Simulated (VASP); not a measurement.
TaN: single point with PBEsol

The system is TaN.

```xyz
2
Lattice="0.0000 2.0047 2.3533 2.0047 0.0000 2.3533 2.0047 2.0047 0.0000" Properties=species:S:1:pos:R:3 pbc="T T T"
Ta    2.0047    2.0047    2.3533
N     0.0000    0.0000    0.0000
```

The cell isn't the ideal one: strain -0.080 along x and y, +0.080 along z, atoms carried along.

```json
{
 "Program": "VASP 6.6.1",
 "Task": "single point",
 "Functional": "PBEsol",
 "Potentials or basis": "VASP PAW PBE potentials, release 64 (Ta_pv, N)",
 "Cutoff": "520 eV",
 "k mesh": "18 × 18 × 18",
 "Occupations": "gaussian, width 0.15 eV",
 "Spin": "no spin polarisation",
 "Dipole correction": "no",
 "Further INCAR settings": "ALGO = Fast; EDIFF = 1e-07; NBANDS = 15"
}
```

```
Pressure               : 74.4 GPa
Band gap on the k mesh : none (metal or under the smearing width)
```

Stress tensor (GPa, compression positive):
```
110.11   0.00   0.00
  0.00 110.11   0.00
  0.00   0.00   3.10
```

Levels at points of the mesh, in eV from the Fermi level:
```csv
k point,band 4,band 5,band 6,band 7,band 8,band 9,band 10,band 11,band 12,band 13
"(0.00, 0.00, 0.00)",-19.75,-4.55,-3.78,-3.69,-3.69,-2.67,-1.37,-1.37,1.44,4.99
"(0.50, 0.00, 0.00)",-15.56,-11.31,-8.74,-8.56,2.24,2.83,3.41,4.01,5.96,11.50
"(0.50, 0.50, 0.00)",-18.67,-7.74,-6.12,-4.15,-4.15,2.70,4.22,4.22,5.43,8.82
"(0.50, 0.00, 0.50)",-18.59,-6.14,-5.86,-5.32,-4.42,1.71,2.71,5.80,7.70,9.11
```

Run time: 70 s on 1 thread of Intel(R) Xeon(R) Platinum 8488C (Sapphire Rapids), on a shared host, peak memory 0.25 GiB.

Caveat: the cell as given lies far from equilibrium; so large a pressure means that the cell lies far from this level's equilibrium, or that cutoff or potentials fall short; the potentials were made for another functional, which shifts forces and pressure. The run has no spin-orbit coupling, so splittings on Ta are missing.
